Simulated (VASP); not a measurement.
Set up this calculation in VASP 6.6.1, as the native input.

- Task: relaxation of cell and atoms
- Functional: PBE
- Potentials or basis: VASP PAW PBE potentials, release 64 (Si)
- Cutoff: 300 eV
- k mesh: 9 × 9 × 8
- Occupations: methfessel-paxton, width 0.1 eV
- Spin: no spin polarisation
- Further INCAR settings: ALGO = Normal; EDIFF = 1e-07; IBRION = 2; EDIFFG = -0.005; NSW = 90; ISIF = 3

The structure of Si lies in POSCAR:

```
Si                                      
1.0
    2.6305073894     -0.0000000000      0.0000000000
   -1.3152536948      2.2780862241      0.0000000000
   -0.0000000000     -0.0000000000      2.4986988433
  Si            
     1
Direct
     0.0000000000000000    0.0000000000000000    0.0000000000000000
```

This isn't the form of Si at room conditions, which is diamond.

One way to write it, as run:

INCAR

```
PREC = Accurate
ENCUT = 300
EDIFF = 1E-7
ISMEAR = 1
SIGMA = 0.1
LREAL = F
LASPH = T
NELM = 80
ALGO = Normal
ISIF = 3
LWAVE = F
LCHARG = F
GGA = PE
IBRION = 2
NSW = 90
EDIFFG = -0.005
```

KPOINTS

```
regular mesh
0
Gamma
  9 9 8
```

Potentials or basis: VASP PAW PBE potentials, release 64 (Si).

The run is started by

```bash
$ cat potpaw_PBE.64/Si/POTCAR > POTCAR
$ mpirun -np 1 vasp_std > vasp.out
```

It gave:

* Pressure after relaxing: 0.0 GPa
* Band gap on the k mesh: none (metal or under the smearing width)

Caveat: the cutoff is under 1.25 times the usual one of these potentials, so pressure, stress and relaxed cells hold a basis-set (Pulay) error; the relaxation stopped at its first step, so nothing moved.

It took 2.7 s on 1 thread of Intel(R) Xeon(R) Platinum 8488C (Sapphire Rapids) (shared host), peak memory 0.1 GiB.
